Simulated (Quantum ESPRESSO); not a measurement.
## Hf: band structure with RPBE

Crystal: Hf.

```
Hf
1.0
    -1.80500    1.80500    1.80500
     1.80500   -1.80500    1.80500
     1.80500    1.80500   -1.80500
Hf
1
Direct
  0.00000 0.00000 0.00000
```

This isn't the form of Hf at room conditions, which is hcp.

```
Program             : Quantum ESPRESSO 7.5
Task                : band structure
Functional          : RPBE
Potentials or basis : SG15 PBE 1.2
Cutoff              : 884 eV
Density cutoff      : 3537 eV
k mesh              : 10 × 10 × 10
Occupations         : fermi-dirac, width 0.05 eV
Spin                : no spin polarisation
Mixing beta         : 0.5
Most SCF iterations : 120
SCF threshold       : 2e-10 Ry
```

| Property | Result |
| --- | --- |
| Pressure | 0.2 GPa |
| Band gap on the k mesh | none (metal or under the smearing width) |

Levels at the corners of the path, in eV from the Fermi level:
```
point  band 9  band 10  band 11  band 12  band 13  band 14  band 15  band 16  band 17  band 18
    Γ  -11.75   -11.75   -11.75    -6.86     1.53     1.53     1.53     4.14     4.14    12.96
    H  -11.75   -11.75   -11.75    -2.37    -2.37     6.41     6.41     6.41     6.81     6.81
    N  -11.76   -11.75   -11.75    -3.20    -0.38     0.81     3.96     4.90     7.17     9.57
    Γ  -11.75   -11.75   -11.75    -6.86     1.53     1.53     1.53     4.14     4.14    12.96
    P  -11.77   -11.77   -11.77    -0.65    -0.65    -0.65     5.04     5.04     5.38    10.79
    H  -11.75   -11.75   -11.75    -2.37    -2.37     6.41     6.41     6.41     6.81     6.81
    P  -11.77   -11.77   -11.77    -0.65    -0.65    -0.65     5.04     5.04     5.38    10.79
    N  -11.76   -11.75   -11.75    -3.20    -0.38     0.81     3.96     4.90     7.17     9.57
```

It took 38 s on 1 thread of Arm Neoverse V1, on a shared host, peak memory 0.09 GiB.

Caveat: the potentials were made for another functional, which shifts forces and pressure; spin-orbit coupling is left out, which moves the levels of the heavy elements.
